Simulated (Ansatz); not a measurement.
## Ta2N in Ansatz: the effect of functional

Ta2N:

```xyz
3
Lattice="3.1739 0.0000 0.0000 -1.5870 2.7487 0.0000 0.0000 0.0000 4.9654" Properties=species:S:1:pos:R:3 pbc="T T T"
Ta    0.0000    1.8325    1.2647
Ta    1.5870    0.9162    3.7006
N     0.0000    0.0000    0.0000
```

The cell comes from a database or a generator and needn't be the stable form of this composition.

The cell isn't the ideal one: volume scaled by 1.06.

Alike in all runs:

- Program: Ansatz 0.2.0
- Task: single point
- Potentials or basis: Ansatz PAW
- k mesh: 10 × 10 × 6
- Occupations: fermi-dirac, width 0.05 eV
- Spin: no spin polarisation

Task: One run gave: pressure -27.3 GPa; largest force 0.72 eV/Å. Which functional did it use?
A. LDA
B. r2SCAN
C. PBEsol

Result: A.

```csv
functional,cutoff,pressure (GPa),largest force (eV/Å)
LDA,420 eV (not typed: the program's choice for these potentials),-27.3,0.72
PBEsol,420 eV (not typed: the program's choice for these potentials),-22.5,0.58
r2SCAN,500 eV (not typed: the program's choice for these potentials),-19.5,0.19
```

Caveats: the PAW data sets come from PBE, with cores solved anew for the run's functional, which leaves a small shift of forces and pressure.
